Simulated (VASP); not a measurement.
# Ca (Fm-3m) in VASP: further runs, part 2 of 3

VASP 6.6.1.

**3. Phonons, PBE**

This run uses another cell than the first one, of 42.28 Å³/atom, 1.114 times its volume.

Input file POSCAR:

```
Ca
1.0
   -0.0000000000      2.7650719202      2.7650719202
    2.7650719202      0.0000000000      2.7650719202
    2.7650719202      2.7650719202     -0.0000000000
  Ca
     1
Direct
     0.0000000000000000    1.0000000000000000    0.0000000000000000
```

Input file INCAR.step1:

```
  ALGO = Normal
  EDIFF = 1E-8
  EDIFFG = -0.002
  ENCUT = 600
  GGA = PE
  IBRION = 2
  ISIF = 3
  ISMEAR = 1
  KPAR = 2
  LASPH = True
  LCHARG = False
  LREAL = False
  LWAVE = False
  NELM = 80
  NSW = 40
  PREC = Accurate
  SIGMA = 0.2
```

Input file INCAR.step2:

```
  ALGO = Normal
  EDIFF = 1E-8
  ENCUT = 600
  GGA = PE
  IBRION = 6
  ISIF = 2
  ISMEAR = 1
  KPAR = 2
  LASPH = True
  LCHARG = False
  LREAL = False
  LWAVE = False
  NELM = 80
  NFREE = 2
  NSW = 1
  POTIM = 0.015
  PREC = Accurate
  SIGMA = 0.2
```

Input file KPOINTS:

```
k-points
0
Gamma
  22 22 22
```

Potentials or basis: VASP PAW PBE potentials, release 64 (Ca_sv).

The run is started by

```console
$ cat potpaw_PBE.64/Ca_sv/POTCAR > POTCAR
$ cp INCAR.step1 INCAR
$ mpirun -np 2 vasp_std > vasp.out
$ cp CONTCAR POSCAR
$ cp INCAR.step2 INCAR
$ mpirun -np 2 vasp_std > vasp.out
```

OUTCAR:

```text
EDIFF = 1E-8
   ENCUT = 600
   GGA = PE
   IBRION = 6
   ISIF = 2
   ISMEAR = 1
   LASPH = True
   LREAL = False
   NELM = 80
   NFREE = 2
   NSW = 1
   POTIM = 0.015
   PREC = Accurate

 ion  position               nearest neighbor table
   1  0.000  0.000  0.000-

  LATTYP: Found a face centered cubic cell.
 ALAT       =     5.5287768329

  Lattice vectors:

 A1 = (   0.0000000000,   2.7643884164,   2.7643884164)
 A2 = (   2.7643884164,   0.0000000000,   2.7643884164)
 A3 = (   2.7643884164,   2.7643884164,   0.0000000000)

Analysis of symmetry for initial positions (statically):
=====================================================================
 Subroutine PRICEL returns:
 Original cell was already a primitive cell.

 Routine SETGRP: Setting up the symmetry group for a
 face centered cubic supercell.

 Subroutine GETGRP returns: Found 48 space group operations
 (whereof 48 operations were pure point group operations)
 out of a pool of 48 trial point group operations.

The static configuration has the point symmetry O_h .

Analysis of symmetry for dynamics (positions and initial velocities):
=====================================================================
 Subroutine PRICEL returns:
 Original cell was already a primitive cell.

 Routine SETGRP: Setting up the symmetry group for a
 face centered cubic supercell.

 Subroutine GETGRP returns: Found 48 space group operations
 (whereof 48 operations were pure point group operations)
 out of a pool of 48 trial point group operations.

The dynamic configuration has the point symmetry O_h .

 Subroutine INISYM returns: Found 48 space group operations
 (whereof 48 operations are pure point group operations),
 and found     1 'primitive' translations

----------------------------------------------------------------------------------------

                                     Primitive cell

  volume of cell :      42.2500

  direct lattice vectors                    reciprocal lattice vectors
     0.000000000  2.764388416  2.764388416    -0.180871833  0.180871833  0.180871833
     2.764388416  0.000000000  2.764388416     0.180871833 -0.180871833  0.180871833
     2.764388416  2.764388416  0.000000000     0.180871833  0.180871833 -0.180871833

  length of vectors
     3.909435590  3.909435590  3.909435590     0.313279204  0.313279204  0.313279204

  position of ions in fractional coordinates (direct lattice)
     0.000000000  0.000000000  0.000000000

  ion indices of the primitive-cell ions
   primitive index   ion index
                 1           1

----------------------------------------------------------------------------------------

 KPOINTS: k-points

Automatic generation of k-mesh.
 Grid dimensions read from file:
 generate k-points for:   22   22   22

 Generating k-lattice:

  Cartesian coordinates                     Fractional coordinates (reciprocal lattice)
    -0.008221447  0.008221447  0.008221447     0.045454545  0.000000000  0.000000000
     0.008221447 -0.008221447  0.008221447     0.000000000  0.045454545  0.000000000
[... 85 lines left out ...]
   AEXX    =    0.0000 exact exchange contribution
   IVDW    =     0    specifies the selected vdW correction
   LEPSILON=     F    determine dielectric tensor
   LRPA    =     F    only Hartree local field effects (RPA)
 finite differences with symmetry
 non-spin polarized calculation
 Methfessel and Paxton  Order N= 1 SIGMA  =   0.20
  energy-cutoff  :      600.00
  volume of cell :       42.25
 maximum number of plane-waves:      1424
   NGX = 15   NGY = 15   NGZ = 15

--------------------------------------- Ionic step        1  -------------------------------------------

 number of electron      10.0000001 magnetization

 Free energy of the ion-electron system (eV)
  ---------------------------------------------------
  ext. energy  EPLUGINS =         0.00000000
  ---------------------------------------------------
  free energy    TOTEN  =        -1.93011544 eV

  energy without entropy =       -1.92727820  energy(sigma->0) =       -1.92916969

------------------------ aborting loop because EDIFF is reached ----------------------------------------

  FORCE on cell =-STRESS in cart. coord.  units (eV):
  Direction    XX          YY          ZZ          XY          YZ          ZX
  --------------------------------------------------------------------------------------
  -------------------------------------------------------------------------------------
  Total       -0.0017505     -0.0017505     -0.0017505      0.0000000      0.0000000      0.0000000
  in kB       -0.0663800     -0.0663800     -0.0663800      0.0000000      0.0000000      0.0000000
  external PRESSURE =      -0.0663800 kB  Pullay stress =       0.0000000 kB
[... 57 lines left out ...]
--------------------------------------- Ionic step        3  -------------------------------------------

 number of electron      10.0000000 magnetization

 Free energy of the ion-electron system (eV)
  ---------------------------------------------------
  ext. energy  EPLUGINS =         0.00000000
  ---------------------------------------------------
  free energy    TOTEN  =        -1.93011496 eV

  energy without entropy =       -1.92727773  energy(sigma->0) =       -1.92916921

 E-fermi :   1.9551     XC(G=0):  -7.7321

 val. band max:        1.9447260024   @ k =  -0.4545   0.1818   0.0455
 cond. band min:       1.9584802750   @ k =  -0.3182   0.3636   0.1364
 fundamental gap:      0.0137542726
 Fermi energy:         1.9551078429

 k-point     1 :       0.0000    0.0000    0.0000
  band No.  band energies     occupation
      1     -40.0669      2.00000
      2     -20.9842      2.00000
      3     -20.9842      2.00000
      4     -20.9842      2.00000
      5      -2.0682      2.00000
      6       4.2897     -0.00000
      7       4.2897     -0.00000
      8       4.2897     -0.00000
      9       5.3575     -0.00000
[... 265 lines left out ...]
 k-point    24 :      -0.4545    0.0455    0.0000
  band No.  band energies     occupation
      1     -40.0534      2.00000
      2     -21.1195      2.00000
      3     -21.0054      2.00000
      4     -21.0033      2.00000
      5       0.8990      2.00000
      6       1.8872      1.53927
      7       4.1393     -0.00000
      8       4.2010     -0.00000
      9       5.9953      0.00000

 [... further k-points ...]
[... 5 lines left out ...]
  --------------------------------------------------------------------------------------
  -------------------------------------------------------------------------------------
  Total       -0.0017416     -0.0017416     -0.0017416      0.0000000      0.0000000      0.0000000
  in kB       -0.0660456     -0.0660456     -0.0660456      0.0000000      0.0000000      0.0000000
  external PRESSURE =      -0.0660456 kB  Pullay stress =       0.0000000 kB
[... 16 lines left out ...]
  FREE ENERGIE OF THE ION-ELECTRON SYSTEM (eV)
  ---------------------------------------------------
  free  energy   TOTEN  =        -1.9301149591 eV

  energy  without entropy=       -1.9272777265  energy(sigma->0) =       -1.92916921

 INTERNAL STRAIN TENSORS FROM DISPLACED ATOMS
 ============================================

 INTERNAL STRAIN TENSOR FOR ION    1 for displacements in x,y,z  (eV/Angst):
          X           Y           Z          XY          YZ          ZX
  --------------------------------------------------------------------------------
  x     0.00000     0.00000     0.00000     0.00000     0.00000     0.00000
  y     0.00000     0.00000     0.00000     0.00000     0.00000     0.00000
  z     0.00000     0.00000     0.00000     0.00000     0.00000     0.00000

 Eigenvectors and eigenvalues of the dynamical matrix
 ----------------------------------------------------

   1 f/i=    0.000000 THz     0.000000 2PiTHz    0.000000 cm-1     0.000000 meV
             X         Y         Z           dx          dy          dz
      0.000000  0.000000  0.000000     0.000000    1.000000    0.000000

   2 f/i=    0.000000 THz     0.000000 2PiTHz    0.000000 cm-1     0.000000 meV
             X         Y         Z           dx          dy          dz
      0.000000  0.000000  0.000000     0.000000    0.000000    1.000000

   3 f/i=    0.000000 THz     0.000000 2PiTHz    0.000000 cm-1     0.000000 meV
             X         Y         Z           dx          dy          dz
      0.000000  0.000000  0.000000    -1.000000    0.000000    0.000000

 ELASTIC MODULI CONTR FROM IONIC RELAXATION (kBar)
 Direction    XX          YY          ZZ          XY          YZ          ZX
 --------------------------------------------------------------------------------
 XX           0.0000      0.0000      0.0000      0.0000      0.0000      0.0000
 YY           0.0000      0.0000      0.0000      0.0000      0.0000      0.0000
 ZZ           0.0000      0.0000      0.0000      0.0000      0.0000      0.0000
 XY           0.0000      0.0000      0.0000      0.0000      0.0000      0.0000
 YZ           0.0000      0.0000      0.0000      0.0000      0.0000      0.0000
 ZX           0.0000      0.0000      0.0000      0.0000      0.0000      0.0000
 --------------------------------------------------------------------------------
```

It took 3.1 min on 2 MPI ranks of Intel Xeon Platinum 8488C (Sapphire Rapids), shared host; peak memory 0.38 GiB.

What came out:

| Property | Result |
| --- | --- |
| Relaxed volume | 42.25 Å³/atom |
| Relaxed cell | a = 3.909 Å, b = 3.909 Å, c = 3.909 Å, α = 60.00°, β = 60.00°, γ = 60.00° |
| Space group after relaxing (to 0.05 Å) | Fm-3m (No. 225) |

Final structure:
```xyz
1
Lattice="0.0000 2.7644 2.7644 2.7644 0.0000 2.7644 2.7644 2.7644 0.0000" Properties=species:S:1:pos:R:3 pbc="T T T"
Ca    5.5288    5.5288    5.5288
```

(Part 2 of 3 ends here.)
